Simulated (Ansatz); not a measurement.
# Residual resistivity of an alloy: Re(0001) with 2 layers of random Re-Rh, 2x2, part 2 of 2

How strongly does chemical disorder scatter in Re(0001) with 2 layers of random Re-Rh, 2x2?

Ansatz 0.2.0; Ansatz plane-wave DFT, PBE, PAW files; ballistic transport by layer matching (Landauer), zero bias; PAW set soft_1.

So far. Step 3 (With 6 alloy layers): Over the solved energies the transmission per spin lies between 3.61 and 3.73, out of 5.28 channels of the lead on average (up to 5.38).

## (4) With 10 alloy layers

In 10 layers a share of 0.125 of the sites is given to Rh at random. A fresh draw is used; the growth of the resistance with length is what counts.

System of this step: Re(0001) with 10 layers of random Re-Rh, 2x2. The cell holds 80 atoms: 75 Re and 5 Rh. Its edges and angles: a = 5.522 Å, b = 5.522 Å, c = 44.582 Å, α = 90.0°, β = 90.0°, γ = 120.0°. It derives from Re. Regions: lead, 40 atoms (40 Re); scattering region, 40 atoms (35 Re and 5 Rh). The structure is stacked along c, and the current runs across the ab planes.

The input, input.yaml:

```yaml
crystal:
  lattice:
    - [5.5216, 0.0, 0.0]
    - [-2.7608, 4.7818458695, 0.0]
    - [0.0, 0.0, 44.582]
  atoms:
    - { symbol: Re, position: [0.1666666667, 0.3333333333, 0.025] }
    - { symbol: Re, position: [0.1666666667, 0.8333333333, 0.025] }
    - { symbol: Re, position: [0.6666666667, 0.3333333333, 0.025] }
    - { symbol: Re, position: [0.6666666667, 0.8333333333, 0.025] }
    - { symbol: Re, position: [0.3333333333, 0.1666666667, 0.075] }
    - { symbol: Re, position: [0.3333333333, 0.6666666667, 0.075] }
    - { symbol: Re, position: [0.8333333333, 0.1666666667, 0.075] }
    - { symbol: Re, position: [0.8333333333, 0.6666666667, 0.075] }
    - { symbol: Re, position: [0.1666666667, 0.3333333333, 0.125] }
    - { symbol: Re, position: [0.1666666667, 0.8333333333, 0.125] }
    - { symbol: Re, position: [0.6666666667, 0.3333333333, 0.125] }
    - { symbol: Re, position: [0.6666666667, 0.8333333333, 0.125] }
    - { symbol: Re, position: [0.3333333333, 0.1666666667, 0.175] }
    - { symbol: Re, position: [0.3333333333, 0.6666666667, 0.175] }
    - { symbol: Re, position: [0.8333333333, 0.1666666667, 0.175] }
    - { symbol: Re, position: [0.8333333333, 0.6666666667, 0.175] }
    - { symbol: Re, position: [0.1666666667, 0.3333333333, 0.225] }
    - { symbol: Re, position: [0.1666666667, 0.8333333333, 0.225] }
    - { symbol: Re, position: [0.6666666667, 0.3333333333, 0.225] }
    - { symbol: Re, position: [0.6666666667, 0.8333333333, 0.225] }
    - { symbol: Re, position: [0.3333333333, 0.1666666667, 0.275] }
    - { symbol: Re, position: [0.3333333333, 0.6666666667, 0.275] }
    - { symbol: Re, position: [0.8333333333, 0.1666666667, 0.275] }
    - { symbol: Re, position: [0.8333333333, 0.6666666667, 0.275] }
    - { symbol: Re, position: [0.1666666667, 0.3333333333, 0.325] }
    - { symbol: Re, position: [0.1666666667, 0.8333333333, 0.325] }
    - { symbol: Re, position: [0.6666666667, 0.3333333333, 0.325] }
    - { symbol: Re, position: [0.6666666667, 0.8333333333, 0.325] }
    - { symbol: Re, position: [0.3333333333, 0.1666666667, 0.375] }
    - { symbol: Re, position: [0.3333333333, 0.6666666667, 0.375] }
    - { symbol: Re, position: [0.8333333333, 0.1666666667, 0.375] }
    - { symbol: Re, position: [0.8333333333, 0.6666666667, 0.375] }
    - { symbol: Re, position: [0.1666666667, 0.3333333333, 0.425] }
    - { symbol: Re, position: [0.1666666667, 0.8333333333, 0.425] }
    - { symbol: Re, position: [0.6666666667, 0.3333333333, 0.425] }
    - { symbol: Re, position: [0.6666666667, 0.8333333333, 0.425] }
    - { symbol: Re, position: [0.3333333333, 0.1666666667, 0.475] }
    - { symbol: Re, position: [0.3333333333, 0.6666666667, 0.475] }
    - { symbol: Re, position: [0.8333333333, 0.1666666667, 0.475] }
    - { symbol: Rh, position: [0.8333333333, 0.6666666667, 0.475] }
    - { symbol: Re, position: [0.1666666667, 0.3333333333, 0.525] }
    - { symbol: Re, position: [0.1666666667, 0.8333333333, 0.525] }
    - { symbol: Re, position: [0.6666666667, 0.3333333333, 0.525] }
    - { symbol: Re, position: [0.6666666667, 0.8333333333, 0.525] }
    - { symbol: Re, position: [0.3333333333, 0.1666666667, 0.575] }
    - { symbol: Rh, position: [0.3333333333, 0.6666666667, 0.575] }
    - { symbol: Re, position: [0.8333333333, 0.1666666667, 0.575] }
    - { symbol: Re, position: [0.8333333333, 0.6666666667, 0.575] }
    - { symbol: Re, position: [0.1666666667, 0.3333333333, 0.625] }
    - { symbol: Re, position: [0.1666666667, 0.8333333333, 0.625] }
    - { symbol: Rh, position: [0.6666666667, 0.3333333333, 0.625] }
    - { symbol: Rh, position: [0.6666666667, 0.8333333333, 0.625] }
    - { symbol: Rh, position: [0.3333333333, 0.1666666667, 0.675] }
    - { symbol: Re, position: [0.3333333333, 0.6666666667, 0.675] }
    - { symbol: Re, position: [0.8333333333, 0.1666666667, 0.675] }
    - { symbol: Re, position: [0.8333333333, 0.6666666667, 0.675] }
    - { symbol: Re, position: [0.1666666667, 0.3333333333, 0.725] }
    - { symbol: Re, position: [0.1666666667, 0.8333333333, 0.725] }
    - { symbol: Re, position: [0.6666666667, 0.3333333333, 0.725] }
    - { symbol: Re, position: [0.6666666667, 0.8333333333, 0.725] }
    - { symbol: Re, position: [0.3333333333, 0.1666666667, 0.775] }
    - { symbol: Re, position: [0.3333333333, 0.6666666667, 0.775] }
    - { symbol: Re, position: [0.8333333333, 0.1666666667, 0.775] }
    - { symbol: Re, position: [0.8333333333, 0.6666666667, 0.775] }
    - { symbol: Re, position: [0.1666666667, 0.3333333333, 0.825] }
    - { symbol: Re, position: [0.1666666667, 0.8333333333, 0.825] }
    - { symbol: Re, position: [0.6666666667, 0.3333333333, 0.825] }
    - { symbol: Re, position: [0.6666666667, 0.8333333333, 0.825] }
    - { symbol: Re, position: [0.3333333333, 0.1666666667, 0.875] }
    - { symbol: Re, position: [0.3333333333, 0.6666666667, 0.875] }
    - { symbol: Re, position: [0.8333333333, 0.1666666667, 0.875] }
    - { symbol: Re, position: [0.8333333333, 0.6666666667, 0.875] }
    - { symbol: Re, position: [0.1666666667, 0.3333333333, 0.925] }
    - { symbol: Re, position: [0.1666666667, 0.8333333333, 0.925] }
    - { symbol: Re, position: [0.6666666667, 0.3333333333, 0.925] }
    - { symbol: Re, position: [0.6666666667, 0.8333333333, 0.925] }
    - { symbol: Re, position: [0.3333333333, 0.1666666667, 0.975] }
    - { symbol: Re, position: [0.3333333333, 0.6666666667, 0.975] }
    - { symbol: Re, position: [0.8333333333, 0.1666666667, 0.975] }
    - { symbol: Re, position: [0.8333333333, 0.6666666667, 0.975] }
kpoints:
  mp_grid: { grid: [5, 5, 1] }
hamiltonian:
  xc: pbe
  pseudopotentials: { kind: paw, azcp: { folder: soft_1 } }
scf:
  occupations: { method: fermi_dirac, width: 0.1 }
output:
  transmission:
    leads: [[0, 8]]
    kmesh: [10, 10]
    e_range: [-0.05, 0.05]
    de: 0.05
  write_potential: true
  write_density: true
  volumetric_format: npy
```

The run is started by

```
ansatz run input.yaml --threads 4 --pin off --max-ram 15360MiB --backend cpu --events-out ev --progress --plain --runs-dir out
```

Numbers of over 12 decimals in the logs are rounded to 6 here.

Log:

```text
[...]
Crystal: 80 atoms, lattice volume = 1177.118 Å³
Basis set: ecut = 420 eV, 23015 PW (Γ)
Bands: 726, of which v1, the nominal top of the filled ones, is band 605 counted from 1 (604 counted from 0)
Symmetry: 1 space group operations
[...]
k-points: 13 of 25 (time reversal used)
[...]
SCF iter   1: F=—  HF=-847284.789859 eV  |F-HF|=—  |Δ(HF+E_count)|=         —  Δρ=1.73e-1  dr2=4.97e3  ethr=3.10e-3  ⟨swp⟩=5.0  Hψ=28624  notcnv=0
[...]
SCF iter  11: F=-847214.965949 eV  HF=-847214.965949 eV  |F-HF|=1.98e-9  |Δ(HF+E_count)|=   6.17e-9  Δρ=3.98e-7  dr2=2.71e-9  ethr=8.26e-12  ⟨swp⟩=10.1  Hψ=23843  notcnv=0
SCF 1 converged in 11 iterations: F = -847214.965949 eV  dr2 = 2.71e-9
[...]
transmission: 417 of 4160 steps passed
transmission: 832 of 4160 steps passed
[...]
transmission: 4160 of 4160 steps passed
SCF converged after 11 iterations
Free energy (F): -847214.965949 eV
[...]
Internal energy: -847212.853669 eV  (E = F + TS)
E sigma→0 (E₀):  -847213.909809 eV
Entropy (-TS):   -2.112280 eV (-26.404 meV/atom)
Fermi energy:    23.876773 eV
[...]
--- Band table (eV; the first three rows and the last of 13) ---
  k-point 0: bands = [... 601 lower, 24.4499, 24.4798, 24.4972, 24.5200, 24.6069, 24.6752, 24.6898, 24.7015, ... 117 higher]
  k-point 1: bands = [... 601 lower, 23.9845, 24.0008, 24.0313, 24.0398, 24.0771, 24.0902, 24.1551, 24.1726, ... 117 higher]
  k-point 2: bands = [... 601 lower, 23.5764, 23.5931, 23.6185, 23.6870, 23.7039, 23.7228, 23.7291, 23.7870, ... 117 higher]
  k-point 12: bands = [... 601 lower, 23.6249, 23.6373, 23.6405, 23.7325, 23.7491, 23.8121, 23.8699, 23.8726, ... 117 higher]
--- Transmission ---
  basis      : 235 plane waves across, 80 finite elements along
  points     : 52, standing for a mesh of 10 x 10
[...]
channels       : 5.380000e0 a spin
[...]
junction   : crystal 0 to crystal 0, 3.76 to 43.88 Å
    transmission   : 3.114368e0 a spin
[...]
```

It took 17 min on 4 threads of Intel Xeon Platinum 8375C at 2.90GHz (Ice Lake), shared host; peak memory 8.6 GiB; 58 min of CPU time.

Numbers from this step:

```
free energy                                   : -847214.9659 eV
energy at zero smearing                       : -847213.9098 eV
Fermi energy                                  : 23.88 eV
transmission per spin nearest the Fermi level : 3.114
step of the lead's potential                  : 2.7 meV
```

Per spin. Transmission, zone mean against energy, zero at the Fermi level:

```csv
energy (eV),"transmission, zone mean"
-0.0500,3.16
0.0000,3.11
0.0500,3.00
```

Over the solved energies the transmission per spin lies between 3.00 and 3.16, out of 5.26 channels of the lead on average (up to 5.38).

## (5) The fit

This step: Ansatz plane-wave DFT, PBE, PAW files; ballistic transport by layer matching (Landauer), zero bias; residual resistivity from the slope of the area resistance, atoms on the host's lattice; PAW set soft_1 (Ansatz 0.2.0).

This step gave:

```yaml
resistivity: 18.26 µΩ cm
intercept: 0.04285 fΩ m²
scatter_about_the_fit: 0.005521 fΩ m²
```

Resistance, by row:

```csv
run,length (Å),T,channels N,RA (fΩ m²)
n2,4.458,4.391,5.26,0.1282
n6,13.37,3.685,5.28,0.2793
n10,22.29,3.093,5.26,0.4539
```

The area resistance by length of the alloy:

```csv
length of the alloy (Å),area resistance (fΩ m²)
4.46,0.128
13.37,0.279
22.29,0.454
```

The area resistance goes from 0.13 to 0.45 fΩ m² between 4.5 and 22.3 Å, a slope of 18 µΩ cm.

By hand from the end points: (0.4539 − 0.1282) fΩ m² / (22.29 − 4.46) Å = 18 µΩ cm, since 1 fΩ m² per Å is 1000 µΩ cm.

## (6) Results

| Item | Value |
| --- | --- |
| resistivity from the slope | 18.3 µΩ cm |
| area resistance over 4.46 Å | 0.128 fΩ m² |
| area resistance over 13.4 Å | 0.279 fΩ m² |
| area resistance over 22.3 Å | 0.454 fΩ m² |

The slope gives 18 µΩ cm. The points scatter by 0.0055 fΩ m² about the line, with one random draw a length in a 2x2 cell, so the slope is a rough value. Read with a model of isotropic scattering on a spherical Fermi surface and the lead's 1.5×10¹⁵ S/m², this slope means a mean free path near 28 Å; over these lengths the model's slope is 1.06 times its bulk resistivity, which would be 17 µΩ cm. The draw over the shortest length came out nearly ordered, with 12 symmetry operations, so that point is a poor sample of a random alloy. The atoms sit on the host's lattice, so scattering by size misfit is left out. Spin-orbit coupling is left out, which matters for Re.

[Logs are printed without paths, hosts, clocks, repeated set-up lines and the standing remarks that a program may print on its own settings, such as how far it seeks lower states.]

[Hosts, paths, dates, database ids (printed as entryN), source tags and the programs' standing remarks are cut or masked in the printed files.]
